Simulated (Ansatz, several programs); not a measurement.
BaTiO3 (started from an entry of an open crystallographic database), relaxed with PBE in Ansatz (plane waves, PAW): the symmetry is R3m (No. 160, trigonal); conventional cell a = 5.726 Å, c = 7.070 Å, 13.38 Å³ an atom. Ba has 12 O at 2.78–2.98 Å; Ti has 6 O at 1.87–2.21 Å; O has 2 Ti at 1.87–2.21 Å and 4 Ba at 2.78–2.98 Å. The cell was then scaled with its shape and fractional coordinates held, which makes it stiffer than a relaxed compression. Spin-unpolarised throughout; all numbers are computed.

| V (Å³/atom) | E (meV/atom) |
| --- | --- |
| 12.581 | 25.92 |
| 13.384 | 0.00 |
| 13.786 | 5.51 |
| 14.187 | 20.79 |

(1) Pass a cubic E = c₀ + c₁u + c₂u² + c₃u³, with u = V − 13.484 Å³, through these points.

(2) Where is the minimum, and what bulk modulus follows?

(3) Predict the energy and the pressure at the withheld volume, 12.983 Å³.

## Answers

(1) c₀ = 0.35, c₁ = +7.027, c₂ = 34.767, c₃ = -4.8433 (meV and Å³).

(2) dE/du = 0 at u = -0.099, so V₀ = 13.38 Å³. B = V₀ d²E/dV² = 13.38 × (2c₂ + 6c₃u) = 13.38 × 72.411 = 969 meV/Å³, and 1 meV/Å³ is 0.16022 GPa: 155 GPa. A third-order Birch-Murnaghan fit to all five points gives 13.38 Å³ and 154 GPa.

(3) With u = -0.501: E ≈ 6.17 meV and P = −dE/dV ≈ +5.04 GPa. The run gives 6.13 meV and, from its stress, +5.02 GPa.
